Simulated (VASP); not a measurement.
Write the native input for VASP 6.6.1 that does the following.

```yaml
Task: single point
Functional: PBEsol
Potentials_or_basis: VASP PAW PBE potentials, release 64 (Al, Pt)
Cutoff: 520 eV
k_mesh: 6 × 6 × 6
Occupations: gaussian, width 0.1 eV
Spin: no spin polarisation
Dipole_correction: no
Further_INCAR_settings: ALGO = Normal; EDIFF = 1e-06; NBANDS = 14
```

The structure of AlPt lies in POSCAR:

```
AlPt
1.0
    3.0915460000      0.0000000000      0.0000000000
    0.0000000000      3.0915460000      0.0000000000
    0.0000000000      0.0000000000      3.0915460000
Al Pt
1 1
Direct
    0.0000000000      0.0000000000      0.0000000000
    0.5000000000      0.5000000000      0.5000000000
```

Measurements of this composition are mostly on another form, of space group No. 198.

One way to write it, as run:

INCAR

```
SYSTEM = AlPt
ALGO     = Normal         ! electronic algorithm
EDIFF    = 1E-6           ! SCF threshold, eV
ENCUT    = 520            ! plane-wave cutoff, eV
GGA      = PS             ! functional
ISIF     = 2              ! what is computed and relaxed
ISMEAR   = 0              ! smearing method
LASPH    = .TRUE.         ! aspherical terms in the spheres
LCHARG   = .FALSE.        ! write CHGCAR
LREAL    = .FALSE.        ! projectors in reciprocal space
LWAVE    = .FALSE.        ! write WAVECAR
NBANDS   = 14             ! bands
NELM     = 100            ! most SCF steps
PREC     = Accurate       ! precision mode
SIGMA    = 0.1            ! smearing width, eV
```

KPOINTS

```
k-points
0
G
  6 6 6
  0 0 0
```

Potentials or basis: VASP PAW PBE potentials, release 64 (Al, Pt).

Run with:

```console
$ cat potpaw_PBE.64/Al/POTCAR potpaw_PBE.64/Pt/POTCAR > POTCAR
$ mpirun -np 1 vasp_std > vasp.out
```

Results of the run:

| Quantity | Value |
| --- | --- |
| Pressure | -5.5 GPa |
| Band gap on the k mesh | none (metal or under the smearing width) |

Caveat: the PAW data sets were made with another functional, which shifts forces and pressure a little.

It used 4.8 s of CPU time on 1 thread of Intel(R) Xeon(R) Platinum 8488C (Sapphire Rapids), on a shared host, which was overloaded at the time.
